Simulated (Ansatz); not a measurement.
# GaP: how the settings move a single-point run

Question: which choices in the input matter for GaP?

Program: Ansatz 0.2.0. Level of theory: reference: DFT, PBEsol, all-electron LAPW, scalar-relativistic. These are calculated values, not measurements.

## Step 1: The starting structure

The structure is cubic, space group F-43m (No. 216). The conventional cell has a = 5.451 Å, b = 5.451 Å, c = 5.451 Å, α = 90.00°, β = 90.00°, γ = 90.00°. Ga (site symmetry -43m) has 4 P at 2.36 Å in its first shell of neighbours. Around P (site symmetry -43m) lie 4 Ga at 2.36 Å.

Structure file:

```cif
data_structure
_symmetry_space_group_name_H-M 'F-43m'
_symmetry_Int_Tables_number 216
_cell_length_a 5.4505
_cell_length_b 5.4505
_cell_length_c 5.4505
_cell_angle_alpha 90.000
_cell_angle_beta 90.000
_cell_angle_gamma 90.000
_cell_volume 161.92
loop_
_atom_site_label
_atom_site_type_symbol
_atom_site_symmetry_multiplicity
_atom_site_Wyckoff_symbol
_atom_site_fract_x
_atom_site_fract_y
_atom_site_fract_z
_atom_site_occupancy
Ga1 Ga 4 a 0.00000 0.00000 0.00000 1
P1 P 4 c 0.25000 0.25000 0.25000 1
```

## Step 2: Baseline

Contents of input.yaml:

```yaml
crystal:
  lattice:
    - [0.0, 2.72525, 2.72525]
    - [2.72525, 0.0, 2.72525]
    - [2.72525, 2.72525, 0.0]
  atoms:
    - { symbol: Ga, position: [0.0, 0.0, 0.0] }
    - { symbol: P, position: [0.75, 0.75, 0.75] }
kpoints:
  mp_grid: { grid: [10, 10, 10] }
  band_path:
    path:
      - [0.0, 0.0, 0.0]
      - [-0.5, -0.5, 0.0]
      - [-0.375, -0.375, 0.25]
      - [-0.375, 0.0, 0.375]
      - [0.0, 0.0, 0.0]
      - [0.0, 0.0, 0.5]
      - [-0.5, -0.25, 0.25]
      - [-0.5, -0.5, 0.0]
    npoints: 5
scf:
  occupations: { method: fermi_dirac, width: 0.05 }
hamiltonian:
  xc: pbesol
  pseudopotentials: { kind: all_electron, lapw: { basis_error: 0.0005 } }
output:
  forces: true
  stress: true
  eigenvalues: true
```

Launch:

```bash
$ ansatz run input.yaml --threads 1 --pin off --max-ram 2048MiB --backend cpu --events-out ev --progress --plain --runs-dir out
```

## Step 3: Variant: mp_grid.shift [0.5, 0.5, 0.5]

input.yaml: that of step 2 with these lines changed.

```diff
@@ -9,3 +9,3 @@
 kpoints:
-  mp_grid: { grid: [10, 10, 10] }
+  mp_grid: { grid: [10, 10, 10], shift: [0.5, 0.5, 0.5] }
   band_path:
```

What does the calculation give? Wanted: for each run, ending; energy change; pressure; gap; force.

The runs gave:

| run | ending | energy change | pressure (GPa) | gap (eV) | force (eV/Å) | cycles | time |
| --- | --- | --- | --- | --- | --- | --- | --- |
| reference | converged | 0 | -0.6 | 1.48 | 0.00 | 7 | 20 s |
| 1: mp_grid.shift [0.5, 0.5, 0.5] | converged | -0.3 meV/atom | -0.6 | 1.61 | 0.00 | 7 | 41 s |

Residual by cycle in the longest SCF loop of each run; runs are numbered as in the table. The quantity is the density residual dr2, in eV.

| cycle | reference | run 1 |
| --- | --- | --- |
| 1 | 0.76 | 0.76 |
| 2 | 0.0729 | 0.0729 |
| 3 | 0.0136 | 0.0136 |
| 4 | 0.00173 | 0.00175 |
| 5 | 2.9e-5 | 2.9e-5 |
| 6 | 4.1e-7 | 4.2e-7 |
| 7 | 5.8e-9 | 5.9e-9 |

What this shows: Changing the k-point mesh moves the energy by -0.3 meV/atom, and the gap on the mesh goes from 1.48 to 1.61 eV. The energy is not variational in the mesh, so the sign tells nothing. A gap read on a mesh depends on which points the mesh holds, and a coarse mesh shifts the density too. Cost: 41 s against 20 s.
